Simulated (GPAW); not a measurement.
SnO2 (Cassiterite), 6 atoms in the cell. The structure is tetragonal, space group P4_2/mnm (No. 136). The conventional cell has a = 4.738 Å, b = 4.738 Å, c = 3.187 Å, α = 90.00°, β = 90.00°, γ = 90.00°. Around Sn (site symmetry mmm) lie 6 O at 2.05 to 2.06 Å. Around O (site symmetry m2m) lie 3 Sn at 2.05 to 2.06 Å. 

| Property | Result |
| --- | --- |
| Program | GPAW 26.7.0 |
| Task | band structure |
| Functional | C09-vdW |
| Potentials or basis | GPAW PAW data sets (gpaw-data 1.2.1) |
| Cutoff | 800 eV |
| Basis | pw |
| k mesh | 4 × 4 × 5 |
| Occupations | fermi-dirac, width 0.05 eV |
| Spin | spin-orbit coupling, no magnetisation |
| Maxiter | 150 |
| Band path | GXMGZRAZ,XR,MA |
| Band points | 60 |
| spin axis theta (degrees) | 90 |
| spin axis phi (degrees) | 45 |
| Soc after scf | second variation |

Potentials or basis: GPAW PAW data sets (gpaw-data 1.2.1), pw.

Command:

```console
$ OMP_NUM_THREADS=1 python run.py
```

Hardware: 1 thread of Arm Neoverse V2, with other jobs on the host.

Problem. How long does it take, and how much memory?

Solution. It took 2.5 min on 1 thread of Arm Neoverse V2, with other jobs on the host, peak memory 0.65 GiB. Counts: scf iterations 17, plane waves 3700, bands 43, k points 21.
